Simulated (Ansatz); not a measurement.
Results of PBEsol-D3(BJ) (PAW; Ansatz, a program for electronic structure) for cubic perovskite LaAlO3 (cubic high-temperature phase).

Settings: plane-wave cutoff 520 eV, 10×10×10 k mesh, Fermi–Dirac smearing 0.01 eV, scalar-relativistic PAW data made under PBE.

Response to compression and expansion:

```csv
V (Å³/atom),P (GPa),direct gap at Γ (eV)
9.885,15.33,3.571
10.096,9.67,3.565
10.306,4.58,3.557
10.516,-0.01,3.547
10.727,-4.14,3.537
10.937,-7.85,3.524
11.147,-11.20,3.511
```

The fundamental gap (3.48 eV at the equilibrium volume, with added k points) lies elsewhere than Γ–Γ.

Note: the relaxation could not lower the start's symmetry, so the cell can be a saddle point above a distorted one.

Spin–orbit coupling is not included.
